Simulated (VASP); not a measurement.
B12N11 (a cell with a defect): single point with PBEsol

B12N11 (a cell with a defect):

```
B N
1.0
     0.00000    5.42250    5.42250
     3.61500    0.00000    3.61500
     3.61500    3.61500    0.00000
B N
12 11
Direct
  0.00113 0.00216 0.00262
  0.99570 0.00616 0.49822
  0.99602 0.49925 0.00546
  0.00032 0.50052 0.50030
  0.33877 0.99526 0.99403
  0.33007 0.00329 0.49965
  0.33009 0.50038 0.00270
  0.33046 0.50108 0.50032
  0.66311 0.00277 0.00178
  0.66673 0.00220 0.49797
  0.66669 0.49884 0.00144
  0.66481 0.50126 0.50035
  0.08241 0.12781 0.62486
  0.08248 0.62529 0.12747
  0.08150 0.62624 0.62574
  0.41415 0.12654 0.12572
  0.41787 0.12556 0.62095
  0.41789 0.62188 0.12472
  0.41409 0.62659 0.62588
  0.75138 0.12507 0.12437
  0.74625 0.12753 0.62778
  0.74627 0.62872 0.12655
  0.74904 0.62592 0.62519
```

* Program: VASP 6.6.1
* Task: single point
* Functional: PBEsol
* Potentials or basis: VASP PAW PBE potentials, release 64 (B, N)
* Cutoff: 450 eV
* k mesh: 3 × 5 × 5
* Occupations: gaussian, width 0.03 eV
* Spin: collinear spin, ferromagnetic start
* Starting moments: [0.5, 0.5, 0.5, 0.0, 0.5, 0.0, 0.0, 0.0, 0.0, 0.0, 0.0, 0.0, 0.0, 0.0, 0.0, 0.0, 0.0, 0.0, 0.0, 0.0, 0.0, 0.0, 0.0] μB
* Fixed moment: 2 μB
* Dq: -1
* Further INCAR settings: LREAL = Auto; ALGO = Normal; EDIFF = 1e-05; ISYM = 0; NELECT = 92.0

```
Largest force                                         : 0.131 eV/Å
Net moment                                            : 2.00 μB per cell
Site moments                                          : B +0.17, +0.20, +0.01, +0.31, +0.04, +0.02; N +0.01, +0.00, +0.02, -0.00 μB
Valence electrons inside the program's atomic spheres : B 1.91, 2.06, 1.97, 2.04, 2.05; N 3.94, 3.95, 3.93, 3.96
```

Forces on the atoms (eV/Å):
```
B    0.088 -0.092 -0.032
B    0.011 -0.003 -0.047
B    0.009 -0.074 -0.031
B    0.037 -0.010 -0.009
B    0.019  0.075  0.058
B   -0.052  0.010  0.030
B   -0.064  0.030  0.019
B    0.002  0.019  0.023
B    0.065  0.011 -0.002
B   -0.027 -0.027 -0.019
B   -0.036 -0.013 -0.022
B    0.044  0.003  0.002
N    0.001  0.011  0.020
N   -0.003  0.025  0.002
N   -0.058 -0.012 -0.009
N   -0.028  0.023  0.020
N    0.005 -0.010  0.006
N    0.015 -0.002 -0.020
N    0.006 -0.010 -0.008
N   -0.011 -0.016 -0.013
N   -0.003  0.015 -0.005
N   -0.006  0.026  0.017
N   -0.013  0.018  0.018
```

Run time: 4.4 min on 4 MPI ranks on Intel(R) Xeon(R) Platinum 8259CL CPU @ 2.50GHz (Skylake/Cascade Lake), on a shared host, peak memory 0.5 GiB a rank.

Caveat: the PAW data sets were made with another functional, which shifts forces and pressure a little; the total moment is fixed, so each spin has its own Fermi level.
